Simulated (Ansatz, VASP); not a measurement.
## One calculation of BN, two programs

File INCAR:

```
SYSTEM = BN
  ALGO = Normal
  EDIFF = 1E-7
  ENCUT = 520
  GGA = PE
  ISIF = 2
  ISMEAR = -1
  LASPH = .True.
  LCHARG = .True.
  LELF = .True.
  LREAL = .False.
  LVHAR = .True.
  LWAVE = .False.
  NBANDS = 11
  NELM = 60
  PREC = Accurate
  SIGMA = 0.03
```

KPOINTS

```
k-points
0
Gamma
  13 13 13
  0 0 0
```

The input POSCAR:

```
BN
1.0
    0.0000000000      1.7830713297      1.7830713297
    1.7830713297      0.0000000000      1.7830713297
    1.7830713297      1.7830713297      0.0000000000
B N
1 1
Direct
    0.0000000000      0.0000000000      0.0000000000
    0.7500000000      0.7500000000      0.7500000000
```

Input for Ansatz:

```yaml
crystal:
  lattice:
    - [0.0, 1.7830713297, 1.7830713297]
    - [1.7830713297, 0.0, 1.7830713297]
    - [1.7830713297, 1.7830713297, 0.0]
  atoms:
    - { symbol: B, position: [0.0, 0.0, 0.0] }
    - { symbol: "N", position: [0.75, 0.75, 0.75] }
kpoints:
  mp_grid: { grid: [13, 13, 13] }
  band_path:
    path:
      - [0.0, 0.0, 0.0]
      - [-0.5, -0.5, 0.0]
      - [-0.375, -0.375, 0.25]
      - [-0.375, 0.0, 0.375]
      - [0.0, 0.0, 0.0]
      - [0.0, 0.0, 0.5]
      - [-0.5, -0.25, 0.25]
      - [-0.5, -0.5, 0.0]
    npoints: 5
scf:
  occupations: { method: fermi_dirac, width: 0.03 }
hamiltonian:
  xc: pbe
  pseudopotentials: { kind: all_electron, lapw: { basis_error: 0.001 } }
output:
  forces: true
  stress: true
  eigenvalues: true
```

Change from the starting cell: volume scaled by 0.96.

Alike in both runs: task single point; functional PBE; k mesh 13 × 13 × 13; occupations fermi-dirac, width 0.03 eV; no spin polarisation.

```csv
,VASP,Ansatz
version,VASP 6.6.1,Ansatz 0.2.0
potentials or method,"VASP PAW PBE potentials, release 64 (B, N)","all-electron LAPW, scalar-relativistic"
plane-wave cutoff (eV),520,see its input
```

|  | VASP | Ansatz | Ansatz less VASP |
| --- | --- | --- | --- |
| gap on the k mesh at the Fermi level (eV) | 4.58 | 4.59 | +0.010 |
| pressure (GPa) | 20.2 | 19.9 | -0.38 |

Ansatz ran all-electron here, so the differences hold the error of VASP's frozen core and of both bases.

Caveats: so large a pressure means that the cell lies far from this level's equilibrium, or that cutoff or potentials fall short (VASP); an odd mesh through Γ misses points on the zone boundary, where band edges often lie.
